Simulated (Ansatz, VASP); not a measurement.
## Two plane-wave programs on BN

File POSCAR:

```
BN
1.0
    2.3640508801      0.0000000000      0.0000000000
   -1.1820254401      2.0473281180      0.0000000000
    0.0000000000      0.0000000000      6.5226719932
B N
2 2
Direct
    0.3333333333      0.6666666667      0.2500000000
    0.6666666667      0.3333333333      0.7500000000
    0.3333333333      0.6666666667      0.7500000000
    0.6666666667      0.3333333333      0.2500000000
```

INCAR.step1

```
ALGO = Normal ; EDIFF = 1E-4
ENCUT = 520 ; GGA = PE
ISMEAR = 0 ; LASPH = True
LCHARG = False ; LREAL = False
LWAVE = True ; NBANDS = 16
NELM = 80 ; PREC = Accurate
SIGMA = 0.01
```

The input INCAR.step2:

```
ALGO = Normal ; EDIFF = 1E-6
ENCUT = 520 ; ISIF = 2
ISMEAR = 0 ; ISTART = 1
LASPH = True ; LCHARG = False
LMIXTAU = True ; LREAL = False
LWAVE = False ; METAGGA = R2SCAN
NBANDS = 16 ; NELM = 80
PREC = Accurate ; SIGMA = 0.01
```

File KPOINTS:

```
k-points
0
Gamma
  12 12 4
```

Input for Ansatz:

```yaml
crystal:
  lattice:
    - [2.3640508801, 0.0, 0.0]
    - [-1.1820254401, 2.047328118, 0.0]
    - [0.0, 0.0, 6.5226719932]
  atoms:
    - { symbol: B, position: [0.3333333333, 0.6666666667, 0.25] }
    - { symbol: B, position: [0.6666666667, 0.3333333333, 0.75] }
    - { symbol: "N", position: [0.3333333333, 0.6666666667, 0.75] }
    - { symbol: "N", position: [0.6666666667, 0.3333333333, 0.25] }
kpoints:
  mp_grid: { grid: [12, 12, 4] }
  band_path:
    path:
      - [0.0, 0.0, 0.0]
      - [0.5, 0.0, 0.0]
      - [0.3333333333, 0.3333333333, 0.0]
      - [0.0, 0.0, 0.5]
      - [0.5, 0.0, 0.5]
      - [0.3333333333, 0.3333333333, 0.5]
      - [0.307292, 0.309896, 0.0]
      - [0.0, 0.5, 0.0]
    npoints: 1
hamiltonian:
  xc: r2scan
scf:
  occupations: { method: fixed }
  n_extra_bands: 5
output:
  forces: true
  stress: true
  eigenvalues: true
```

Change from the starting cell: epitaxial_xy strain -5.5%.

Alike in both runs: task single point; functional r2SCAN; k mesh 12 × 12 × 4; no spin polarisation.

|  | VASP | Ansatz |
| --- | --- | --- |
| version | VASP 6.6.1 | Ansatz 0.2.0 |
| potentials or method | VASP PAW PBE potentials, release 64 (B, N) | plane waves, PAW |
| plane-wave cutoff (eV) | 520 | 500 |
| occupations | gaussian, width 0.01 eV | fixed |
| valence electrons in the cell | 16 | 16 |

VASP gave:

| Item | Value |
| --- | --- |
| gap on the k mesh at the Fermi level (eV) | 5.12 |
| pressure (GPa) | 55.0 |
| largest component of the traceless stress (GPa) | 53.66 |

Question: What did Ansatz give for the same quantities?

Answer: gap on the k mesh at the Fermi level (eV): 5.08; pressure (GPa): 54.5; largest component of the traceless stress (GPa): 52.73.

Caveats: so large a pressure means that the cell lies far from this level's equilibrium, or that cutoff or potentials fall short (VASP); the potentials were made for another functional, which shifts forces and pressure (VASP). A k mesh can miss the band edges.
